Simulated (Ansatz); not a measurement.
Cu:

```
Cu
1.0
     1.21846   -3.97638    0.00000
     1.21846    3.97638    0.00000
     0.00000    0.00000    2.47550
Cu
2
Cartesian
  1.2185 -2.9118 1.8566
  1.2185 2.9118 0.6189
```

This isn't the form of Cu at room conditions, which is fcc.

Base run:

| Property | Result |
| --- | --- |
| Program | Ansatz 0.2.0 |
| Functional | PBE |
| Potentials or basis | Ansatz PAW |
| Cutoff | 420 eV (not typed: the program's choice for these potentials) |
| k mesh | 11 × 11 × 11 |
| Occupations | fermi-dirac, width 0.05 eV |
| Spin | no spin polarisation |

Its results: band gap on the k mesh none (metal or under the smearing width); pressure 6.6 GPa; largest force 0.049 eV/Å.

**Question.** The run is repeated on the same cell with these changes: functional from PBE to LDA. What comes out?

**Answer.** Band gap on the k mesh none (metal or under the smearing width); pressure -7.6 GPa; largest force 0.042 eV/Å.

LDA binds more tightly than PBE, so the same cell stands under less pressure.

Caveats: the PAW data sets come from PBE, with cores solved anew for the run's functional, which leaves a small shift of forces and pressure (some runs).
